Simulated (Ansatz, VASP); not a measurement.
# Cross-check of LiCl between VASP and Ansatz

Aim: how closely do two programs agree when they are given the same cell, functional and k mesh?

Program: Ansatz 0.2.0. Level of theory: plane waves, with VASP 6.6.1 beside it; single point at HSE06. Results are calculated unless marked as measured.

The database entry behind the starting cell differs from later determinations by our own check (0.1 to 0.3 % short, probably kX units), so it need not match the best structure at ambient conditions.

## 1. The starting structure

It takes space group Fm-3m (No. 225, cubic). Conventional cell: a = 5.130 Å, b = 5.130 Å, c = 5.130 Å, α = 90.00°, β = 90.00°, γ = 90.00°. Nearest to Cl lie 6 Li at 2.56 Å. Nearest to Li lie 6 Cl at 2.56 Å. Farther neighbours and most contacts between anions are not listed.

## 2. VASP: single point, HSE06

A single point gives forces, pressure and levels at one fixed geometry, so differences don't come from the geometry; what else differs is listed under the comparison.

Lines of VASP's logs that name or quote its potential files are left out, and so is its time.

The run reads the wave functions of an earlier VASP run, which isn't shown here.

File INCAR:

```
SYSTEM = LiCl
PREC = Accurate
ENCUT = 360
EDIFF = 1E-06
NELM = 100
ISMEAR = 0
SIGMA = 0.05
LREAL = .FALSE.
ALGO = Normal
LHFCALC = .TRUE.
AEXX = 0.25
GGA = PE
HFSCREEN = 0.2
LASPH = .TRUE.
NBANDS = 10
PRECFOCK = Fast
LWAVE = .FALSE.
LCHARG = .FALSE.
KPAR = 8
```

File POSCAR:

```
LiCl
1.0
    0.0000000000      2.5647700000      2.5647700000
    2.5647700000      0.0000000000      2.5647700000
    2.5647700000      2.5647700000      0.0000000000
Cl Li
1 1
Direct
    0.5000000000      0.5000000000      0.5000000000
    0.0000000000      0.0000000000      0.0000000000
```

File KPOINTS:

```
Automatic mesh
0
Gamma
4 4 4
0 0 0
```

Potentials, in the order of the species: Cl_GW and Li_GW (PBE family, release 64).

Launch:

```
> mpirun -np 8 vasp_std
```

Numbers of over 12 decimals in the logs are rounded to 6 here.

The log of the run:

```text
[banner, memory and clock lines left out]
running    8 mpi-ranks, on    1 nodes
 distrk:  each k-point on    1 cores,    8 groups
 distr:  one band on    1 cores,    1 groups

 POSCAR found type information on POSCAR ClLi
 POSCAR found :  2 types and       2 ions
|                                                                             |
|           W    W    AA    RRRRR   N    N  II  N    N   GGGG   !!!           |
|           W    W   A  A   R    R  NN   N  II  NN   N  G    G  !!!           |
|           W    W  A    A  R    R  N N  N  II  N N  N  G       !!!           |
|           W WW W  AAAAAA  RRRRR   N  N N  II  N  N N  G  GGG   !            |
|           WW  WW  A    A  R   R   N   NN  II  N   NN  G    G                |
|           W    W  A    A  R    R  N    N  II  N    N   GGGG   !!!           |
|                                                                             |
|     For optimal performance we recommend to set                             |
|       NCORE = 2 up to number-of-cores-per-socket                            |
|     NCORE specifies how many cores store one orbital (NPAR=cpu/NCORE).      |
|     This setting can greatly improve the performance of VASP for DFT.       |
|     The default, NCORE=1 might be grossly inefficient on modern             |
|     multi-core architectures or massively parallel machines. Do your        |
|     Unfortunately you need to use the default for GW and RPA                |
|     calculations (for HF NCORE is supported but not extensively tested      |
|     yet).                                                                   |
|                                                                             |

 LDA part: xc-table for (Slater+PW92), standard interpolation
 found WAVECAR, reading the header
 POSCAR, INCAR and KPOINTS ok, starting setup
 FFT: planning ... GRIDC
 FFT: planning ... GRID_SOFT
 FFT: planning ... GRID
 reading WAVECAR
 the WAVECAR file was read successfully
 initial charge from wavefunction
 entering main loop
       N       E                     dE             d eps       ncg     rms          rms(c)
DAV:   1    -0.845378347873E+01   -0.84538E+01   -0.12440E-01   164   0.220E+00    0.155E-01
DAV:   2    -0.845458540200E+01   -0.80192E-03   -0.17309E-03   218   0.299E-01    0.114E-01
DAV:   3    -0.845446135242E+01    0.12405E-03   -0.35102E-05   214   0.520E-02    0.698E-02
DAV:   4    -0.845441186130E+01    0.49491E-04   -0.14748E-05   190   0.329E-02    0.419E-02
DAV:   5    -0.845439386175E+01    0.18000E-04   -0.62663E-06   214   0.215E-02    0.251E-02
DAV:   6    -0.845438738544E+01    0.64763E-05   -0.23036E-06   212   0.133E-02    0.150E-02
DAV:   7    -0.845438495127E+01    0.24342E-05   -0.90149E-07   180   0.845E-03    0.906E-03
DAV:   8    -0.845438400627E+01    0.94500E-06   -0.34038E-07   110   0.537E-03
   1 F= -.84543840E+01 E0= -.84543840E+01  d E =-.120038E-17
```

From OUTCAR (step 2):

```text
ion  position               nearest neighbor table
   1  0.500  0.500  0.500-   2 2.56   2 2.56   2 2.56   2 2.56   2 2.56   2 2.56
   2  0.000  0.000  0.000-   1 2.56   1 2.56   1 2.56   1 2.56   1 2.56   1 2.56

  LATTYP: Found a face centered cubic cell.
 ALAT       =     5.1295400000

 Subroutine GETGRP returns: Found 48 space group operations
 (whereof 48 operations were pure point group operations)

The static configuration has the point symmetry O_h .

 Found      8 irreducible k-points:

   k-points           NKPTS =      8   k-points in BZ     NKDIM =     64   number of bands    NBANDS=     10

   dimension x,y,z NGX =    24 NGY =   24 NGZ =   24
   dimension x,y,z NGXF=    48 NGYF=   48 NGZF=   48

   ENCUT  =  360.0 eV  26.46 Ry    5.14 a.u.   5.61  5.61  5.61*2*pi/ulx,y,z

   NELECT =       8.0000    total number of electrons

 k-points in reciprocal lattice and weights: Automatic mesh
   0.00000000  0.00000000  0.00000000       0.016
   0.25000000  0.00000000  0.00000000       0.125
   0.50000000  0.00000000  0.00000000       0.062
   0.25000000  0.25000000  0.00000000       0.094
   0.50000000  0.25000000  0.00000000       0.375
  -0.25000000  0.25000000  0.00000000       0.188
   0.50000000  0.50000000  0.00000000       0.047
  -0.25000000  0.50000000  0.25000000       0.094

  exchange ACFDT corr.  =         0.00000000  see jH, gK, PRB 81, 115126

 average (electrostatic) potential at core
       1 -80.4930       2  -1.3753

 E-fermi :  -1.6249

 k-point     1 :       0.0000    0.0000    0.0000
  band No.  band energies     occupation
      1     -16.5925      2.00000
      2      -1.9191      2.00000
      3      -1.9191      2.00000
      4      -1.9191      2.00000
      5       5.8175      0.00000
      6      11.4874      0.00000
      7      11.4874      0.00000
      8      11.4874      0.00000
      9      14.2633      0.00000
    ...

 k-point     2 :       0.2500    0.0000    0.0000
  band No.  band energies     occupation
      1     -16.2963      2.00000
      2      -3.6152      2.00000
      3      -2.0686      2.00000
      4      -2.0686      2.00000
      5       6.7298      0.00000
      6      10.2985      0.00000
      7      10.2985      0.00000
      8      10.5921      0.00000
      9      13.5835      0.00000
    ...

 k-point     3 :       0.5000    0.0000    0.0000
  band No.  band energies     occupation
      1     -15.9629      2.00000
      2      -4.9707      2.00000
      3      -2.2050      2.00000
      4      -2.2050      2.00000
      5       6.2246      0.00000
      6       9.0709      0.00000
      7       9.0709      0.00000
      8      12.7793      0.00000
      9      16.6997      0.00000
    ...

  energy-cutoff  :      360.00
  volume of cell :       33.74
      direct lattice vectors                 reciprocal lattice vectors
     0.000000000  2.564770000  2.564770000    -0.194949255  0.194949255  0.194949255
     2.564770000  0.000000000  2.564770000     0.194949255 -0.194949255  0.194949255
     2.564770000  2.564770000  0.000000000     0.194949255  0.194949255 -0.194949255

 POSITION                                       TOTAL-FORCE (eV/Angst)
 -----------------------------------------------------------------------------------
      2.56477      2.56477      2.56477         0.000000      0.000000      0.000000
      0.00000      0.00000      0.00000        -0.000000     -0.000000     -0.000000
 -----------------------------------------------------------------------------------
    total drift:                                0.000000      0.000000      0.000000

  FREE ENERGIE OF THE ION-ELECTRON SYSTEM (eV)
  ---------------------------------------------------
  free  energy   TOTEN  =        -8.4543840063 eV

  energy  without entropy=       -8.4543840063  energy(sigma->0) =       -8.45438401

[... 3 further parts left out ...]
```

The k-mesh is coarse for exact exchange; levels may shift by about 0.1 eV on a finer one.

## 3. Ansatz: single point, HSE06

Ansatz runs on its default PAW (the set named soft_2) files.

The same cell, functional, mesh and smearing now go to Ansatz, which takes its cutoff from its data sets.

File input.yaml:

```yaml
crystal:
  lattice:
    - [0.0, 2.56477, 2.56477]
    - [2.56477, 0.0, 2.56477]
    - [2.56477, 2.56477, 0.0]
  atoms:
    - { symbol: Cl, position: [0.5, 0.5, 0.5] }
    - { symbol: Li, position: [0.0, 0.0, 0.0] }
hamiltonian:
  xc: { exchange: pbe, correlation: pbe, exx: { coeff: 0.25, omega: 0.2 } }
  pseudopotentials: { kind: paw }
kpoints:
  mp_grid: { grid: [4, 4, 4] }
scf:
  occupations: { method: gaussian, width: 0.05 }
  n_extra_bands: 4
output:
  forces: true
  stress: true
  eigenvalues: true
  write_density: true
  write_potential: true
  elf: true
  volumetric_format: npy
```

Launch:

```
> ansatz run input.yaml --threads 4 --pin off --max-ram 9216MiB --backend cpu --events-out ev --progress --plain --runs-dir out
```

The log of the run:

```text
Warning: output.stress: scf.convergence.dr2_threshold = 1e-7 eV (the SCF's general default) is looser than the 2e-10 eV advised for a printed stress (1e-10 eV for each atom of the cell: 2). What an SCF threshold leaves in a stress goes as its square root, and in the free energy as the threshold itself, and one threshold admits the most on a small cell: [figures from the program's tests cut] Set scf.convergence.dr2_threshold to 2e-10 eV or tighter. The threshold is an SCF's pass mark: one that does not reach it within its budget of iterations ends unconverged, or closes short of it on a stop that the run arms, and scf.convergence.dr2_threshold's page says what that costs each kind of run
Warning: output.stress: scf.exx.energy_threshold = 1e-6 eV is looser than the 2e-8 eV advised for a stress under a hybrid functional (1e-8 eV for each atom of the cell: 2). Every SCF of the exchange loop can meet its threshold on dr2 while the loop round them stops early: no threshold on dr2 bounds what that leaves in the stress. Set scf.exx.energy_threshold to 2e-8 eV or tighter. The threshold is the loop's pass mark: a loop that does not reach it within its budget of cycles ends unconverged, and scf.exx.energy_threshold's page has the law
scf.n_extra_bands = 4 over 5 filled bands (N_el = 10.0): the run solves 9 bands
Engine: ansatz 0.2.0, aarch64-unknown-linux-gnu
Pseudopotentials: kind: paw
Pseudopotential: Cl, paw, valence charge 7, recommended cutoff 420 eV (normal), Cl.paw.azcp
Pseudopotential: Li, paw, valence charge 3, recommended cutoff 420 eV (normal), Li.paw.azcp
Functional definition: unnamed
  parameter a_1 = 0.25
  parameter omega_1 = 0.2/angstrom
  exchange = pbe_x + (-a_1)*pbe_x_sr(omega_1) + a_1*exact_x_sr(omega_1)
  correlation = pbe_c
Crystal: 2 atoms, lattice volume = 33.742 Å³
Basis set: ecut = 420 eV, 645 PW (Γ), exchange–correlation on 50×50×50 points (8 copies of the dense FFT grid, shifted against one another)
Bands: 9, of which v1, the nominal top of the filled ones, is band 5 counted from 1 (4 counted from 0)
Symmetry: 48 space group operations
Space group: Fm-3m (ITA 225), of the structure as read, at distance tolerance 3.2e-5 Å
k-points: 8 of 64
Non-local potential: Cl, projectors of the file, l = 0: 2, l = 1: 2, l = 2: 2
Non-local potential: Li, projectors of the file, l = 0: 3, l = 1: 2, l = 2: 1
PAW form: soft (Blöchl's): semilocal exchange-correlation on the pseudo side does not see the compensation charge
PAW frozen core: Cl, regenerated for the run's functional, and the local potential with it (the file was generated under x = pbe(κ = 0.804, μ = 0.219515), c = pbe(β = 0.066725))
PAW one-centre angular grid: Cl, 110 points (default); XC on 64 Gauss nodes
PAW one-centre angular grid: Li, 110 points (default); XC on 96 Gauss nodes
Initial density: superposition of atomic densities (neutral atoms: chi_scale 0, normalization atom), corrected by the library's trained network
Initial wavefunctions: pseudopotential atomic-orbital guess
Functional: x = pbe(κ = 0.804, μ = 0.219515), c = pbe(β = 0.066725), warm-up for x = pbe(κ = 0.804, μ = 0.219515) + 0.25 (exact − pbe) at short range (hse, ω = 0.2 Å⁻¹), c = pbe(β = 0.066725)
SCF iter   1: F=—  HF=-1287.825476 eV  |F-HF|=—  |Δ(HF+E_count)|=         —  Δρ=4.22e-4  dr2=6.50e-5  ethr=1.77e-3  ⟨swp⟩=2.0  Hψ=509  notcnv=0
preconditioner: auto → none  [insulator: Δε(μ)=6.325 eV  Ē_g=14.100 eV  σ=0.050 eV  W_gap=1.00  n_scr=8 (ndim 8)  ℏωp=18.1 eV  f_vac=0.000  D(μ)=0.00/eV (n_scr^D=0)]
iter 2 solved again at ethr=2.64e-8 eV; its pass at ethr=6.50e-7 eV (dr2=2.64e-6 eV) is discarded
SCF iter   2: F=-1287.825344 eV  HF=-1287.825363 eV  |F-HF|=1.95e-5  |Δ(HF+E_count)|=   1.13e-4  Δρ=8.96e-5  dr2=2.66e-6  ethr=2.64e-8  ⟨swp⟩=2.0  Hψ=266  notcnv=0
SCF 1 stopped early in 2 iterations: F = -1287.825344 eV  dr2 = 2.66e-6
  greatest PAW one-centre occupation: 1.000 electrons in one spin orbital (limit 2), on the Li atom at site 1 (counted from 0), in its partial waves of l = 0
Initial density: handed on by an earlier stage of this run
Initial wavefunctions: those handed on with the density
Functional: x = pbe(κ = 0.804, μ = 0.219515) + 0.25 (exact − pbe) at short range (hse, ω = 0.2 Å⁻¹), c = pbe(β = 0.066725)
Exchange kernel: α = 0.2500, screened, ω = 0.2000 Å⁻¹, Wigner–Seitz truncation, v(0) = 1080.0954 eV·Å³, q-mesh 4×4×4, nearest image of the exchange supercell L = 14.51 Å, pair-density grid 15×15×15, without the augmentation charges, whose exchange is taken in its separable form by FFT convolution over the k-point mesh (sized by the pseudopotential files, 20×20×20 at the most), smooth part of the exact exchange by density-matrix convolution
Frozen-core exchange: fock
SCF iter   1: F=—  HF=-1288.686253 eV  |F-HF|=—  |Δ(HF+E_count)|=         —  Δρ=3.06e-3  dr2=1.80e-3  ethr=2.66e-7  ⟨swp⟩=7.5  Hψ=379  notcnv=0
preconditioner: auto → none  [insulator: Δε(μ)=7.722 eV  Ē_g=16.038 eV  σ=0.050 eV  W_gap=1.00  n_scr=8 (ndim 8)  ℏωp=18.1 eV  f_vac=0.000  D(μ)=0.00/eV (n_scr^D=0)]
SCF iter   2: F=—  HF=-1288.685756 eV  |F-HF|=—  |Δ(HF+E_count)|=   4.97e-4  Δρ=1.42e-3  dr2=5.21e-4  ethr=2.66e-7  ⟨swp⟩=4.0  Hψ=160  notcnv=0
SCF iter   3: F=—  HF=-1288.685643 eV  |F-HF|=—  |Δ(HF+E_count)|=   1.13e-4  Δρ=2.84e-5  dr2=1.08e-4  ethr=2.66e-7  ⟨swp⟩=3.0  Hψ=152  notcnv=0
SCF iter   4: F=—  HF=-1288.686780 eV  |F-HF|=—  |Δ(HF+E_count)|=   1.14e-3  Δρ=2.11e-4  dr2=1.31e-5  ethr=2.39e-9  ⟨swp⟩=4.8  Hψ=258  notcnv=0
SCF iter   5: F=-1288.686777 eV  HF=-1288.686778 eV  |F-HF|=1.46e-6  |Δ(HF+E_count)|=   1.86e-6  Δρ=3.57e-5  dr2=1.09e-6  ethr=2.39e-9  ⟨swp⟩=4.0  Hψ=170  notcnv=0
SCF 2 stopped early in 5 iterations: F = -1288.686777 eV  dr2 = 1.09e-6
  greatest PAW one-centre occupation: 0.999 electrons in one spin orbital (limit 2), on the Li atom at site 1 (counted from 0), in its partial waves of l = 0
hybrid outer 1: dexx = +1.222e-3 eV, tail = 4.48e-6 eV
Exchange kernel: α = 0.2500, screened, ω = 0.2000 Å⁻¹, Wigner–Seitz truncation, v(0) = 1080.0954 eV·Å³, q-mesh 4×4×4, nearest image of the exchange supercell L = 14.51 Å, pair-density grid 15×15×15, without the augmentation charges, whose exchange is taken in its separable form by FFT convolution over the k-point mesh (sized by the pseudopotential files, 20×20×20 at the most), smooth part of the exact exchange by density-matrix convolution
Frozen-core exchange: fock
SCF iter   1: F=—  HF=-1288.686797 eV  |F-HF|=—  |Δ(HF+E_count)|=         —  Δρ=2.43e-5  dr2=2.43e-7  ethr=2.24e-7  ⟨swp⟩=3.2  Hψ=163  notcnv=0
preconditioner: auto → none  [insulator: Δε(μ)=7.751 eV  Ē_g=16.043 eV  σ=0.050 eV  W_gap=1.00  n_scr=8 (ndim 8)  ℏωp=18.1 eV  f_vac=0.000  D(μ)=0.00/eV (n_scr^D=0)]
SCF iter   2: F=—  HF=-1288.686798 eV  |F-HF|=—  |Δ(HF+E_count)|=   5.53e-8  Δρ=4.25e-6  dr2=1.35e-8  ethr=2.16e-9  ⟨swp⟩=4.0  Hψ=157  notcnv=0
SCF iter   3: F=-1288.686798 eV  HF=-1288.686798 eV  |F-HF|=4.62e-9  |Δ(HF+E_count)|=   8.36e-8  Δρ=3.98e-6  dr2=6.87e-9  ethr=1.36e-11  ⟨swp⟩=4.0  Hψ=209  notcnv=0
SCF 3 converged in 3 iterations: F = -1288.686798 eV  dr2 = 6.87e-9
  Residual-converged pass: ⟨swp⟩=2.0  Hψ=95  notcnv=0  max |occ|·‖R‖ = 2.2e-6 eV (tolerance 2.4e-6 eV)  dr2=6.86e-9  dr2_onsite=1.37e-10  max |Δocc| = 0.0e0
hybrid outer 2: dexx = +1.042e-7 eV, tail = 1.46e-8 eV, Δε = 8.52e-4 eV (about 5.76e-5 eV left of the loop's levels)
hybrid SCF converged: 2 outer / 8 inner (+2 warm-up), last move |dexx| = 1.04e-7 eV, tail = 1.46e-8 eV
Stability not checked: this state was not tested for a lower state beside it, because the functional holds exact exchange (a hybrid, or Hartree-Fock), whose exchange loop this test does not read (fock_operator; see scf.lower_state_search)
Free energy (F): -1288.686798 eV
Frozen-core exchange: fock
Harris-Foulkes:  -1288.686798 eV  (|F-HF|=4.62e-9)
Internal energy: -1288.686798 eV  (E = F + TS)
E sigma→0 (E₀):  -1288.686798 eV
Fermi energy:    4.610696 eV
--- Per-component energies (eV) ---
  E_band       = -121.453730
  E_kinetic    = 183.749274
  E_local      = -324.841173  (includes V_loc(G=0)·N_el)
  E_nonlocal   = -4.910067
  E_hartree    = 94.866250
  E_xc         = -95.396192
  E_vxc        = -109.331137  (∫ρ·V_xc dr)
  E_exx        = -27.000071  (= α·E_x^exact, valence–valence)
  E_paw        = -677.554497  (= ΣΔE_a)
  E_vpaw       = -1.852053  (= ΣTr[D̂ρ^β])
  E_aug_tail   = 0.000087  (compensation charges beyond the density's cutoff)
  E_ewald      = -437.489205
  E_core_change = -0.111204  (= ΣΔE_core)
  E_smearing   = -0.000000  (= −TS)
  E_closure    = -0.000000  (closes the sum)
  Σ components = -1288.686798   (vs F -1288.686798, Δ=0.00e0)
--- Forces (eV/Å), atoms counted from 1 ---
  atom   1  Cl     0.00000000    -0.00000000     0.00000000
  atom   2  Li    -0.00000000    -0.00000000    -0.00000000
  max |Σ_I F_I| component: 3.12e-30 eV/Å
--- Stress (GPa, compression-positive) ---
       -0.174604       0.000000      -0.000000
       -0.000000      -0.174604      -0.000000
        0.000000       0.000000      -0.174604
  P = ⅓ Tr σ = -0.1746 GPa (-1.746 kbar)
--- Band table (eV; the first three rows and the last of 8) ---
  k-point 0: bands = ["-45.5379", "-13.9230", "0.7349", "0.7349", "0.7349", "8.4861", "14.1287", "14.1287", "14.1287"]
  k-point 1: bands = ["-45.5365", "-13.6298", "-0.9583", "0.5872", "0.5872", "9.3921", "12.9479", "12.9479", "13.2475"]
  k-point 2: bands = ["-45.5350", "-13.2996", "-2.3112", "0.4525", "0.4525", "8.8803", "11.7228", "11.7228", "15.4603"]
  k-point 7: bands = ["-45.5337", "-13.0431", "-1.5368", "-1.5368", "-0.4062", "11.7670", "12.4380", "12.6754", "12.6754"]
```

The job ended after 1.8 s (4 threads of Arm Neoverse V2, shared host; peak memory 0.45 GiB; 5.3 s of CPU time).

The run ends at a pressure of -0.17 GPa.

## 4. Comparison

Known differences besides the potentials themselves: exact exchange at q = 0 is treated differently, which shows on coarse meshes; VASP keeps PBE cores, Ansatz makes them for the functional; the data sets hold 10 valence electrons in Ansatz (default PAW (the set named soft_2) files) and 8 in VASP; the cutoff is 420 eV in Ansatz and 360 eV in VASP; VASP takes a coarser grid for exact exchange (PRECFOCK = Fast). Total energies have different zeros and are not compared.

Compared:

```
              quantity  Ansatz   VASP  difference
gap on the k mesh (eV)   7.751  7.737      +0.015
```

A gap on the mesh is an upper bound, since the band edges may lie between its points.

## 5. Outcome

| Property | Result |
| --- | --- |
| difference in gap on the k mesh (single point, HSE06) | 0.015 eV |

What this shows: The difference in gap on the k mesh is 0.015 eV (single point, HSE06), within the 0.08 eV picked in this series as the mark of a large difference. How closely two codes agree says nothing of how well the functional describes the real material.

[Lines on the potential files, build, host, timing and source positions are cut from VASP's logs without a mark.]

[Logs are printed without paths, hosts, clocks, repeated set-up lines and the standing remarks that a program may print on its own settings, such as how far it seeks lower states.]

[Hosts, paths, dates, database ids (printed as entryN), source tags and the programs' standing remarks are cut or masked in the printed files.]
